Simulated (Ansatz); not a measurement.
# SiC: the cost of one run

Program: Ansatz 0.2.0. Level of theory: DFT PBEsol, scalar-relativistic, plane waves, PAW. These are calculated values, not measurements.

1 further run of the same task is left out (it didn't finish).

### Step 1. The structure to begin with

Symmetry: P6_3mc, No. 186, hexagonal system. Conventional cell: a = 3.076 Å, b = 3.076 Å, c = 5.048 Å, α = 90.00°, β = 90.00°, γ = 120.00°. Si (site symmetry 3m) has 4 C at 1.87 to 1.94 Å as nearest neighbours. Around C (site symmetry 3m) lie 4 Si at 1.87 to 1.94 Å.

As a file:

```cif
data_structure
_symmetry_space_group_name_H-M 'P6_3mc'
_symmetry_Int_Tables_number 186
_cell_length_a 3.0760
_cell_length_b 3.0760
_cell_length_c 5.0480
_cell_angle_alpha 90.000
_cell_angle_beta 90.000
_cell_angle_gamma 120.000
_cell_volume 41.36
loop_
_atom_site_label
_atom_site_type_symbol
_atom_site_symmetry_multiplicity
_atom_site_Wyckoff_symbol
_atom_site_fract_x
_atom_site_fract_y
_atom_site_fract_z
_atom_site_occupancy
Si1 Si 2 b 0.33333 0.66667 0.00000 1
C1 C 2 b 0.33333 0.66667 0.38500 1
```

Source of the structure: the Crystallography Open Database.

(A quick probe on a coarse mesh, which set the mesh and smearing, is not shown.)

### Step 3. Coarse relaxation

input.yaml

```yaml
crystal:
  lattice:
    - [3.076, 0.0, 0.0]
    - [-1.538, 2.663894142, 0.0]
    - [0.0, 0.0, 5.048]
  atoms:
    - { symbol: Si, position: [0.3333333333, 0.6666666667, 0.0] }
    - { symbol: Si, position: [0.6666666667, 0.3333333333, 0.5] }
    - { symbol: C, position: [0.3333333333, 0.6666666667, 0.385] }
    - { symbol: C, position: [0.6666666667, 0.3333333333, 0.885] }
basis:
  ecutwfc: 420
kpoints:
  mp_grid: { grid: [9, 9, 4] }
hamiltonian:
  xc: pbesol
scf:
  occupations: { method: gaussian, width: 0.1 }
output:
  forces: true
  stress: true
  eigenvalues: true
relax:
  adjacent_minimum: "off"
  f_tol: 0.05
  max_steps: 80
  cell: { stress_tol: 0.5 }
```

Run with:

```
ansatz run input.yaml --threads 4 --pin off --max-ram 11264MiB --backend cpu --events-out ev --progress --plain --runs-dir out
```

Q: Estimate wall time and peak memory on 4 threads of Arm Neoverse V1, shared host.

About 3.7 s, with a peak of 0.34 GiB.
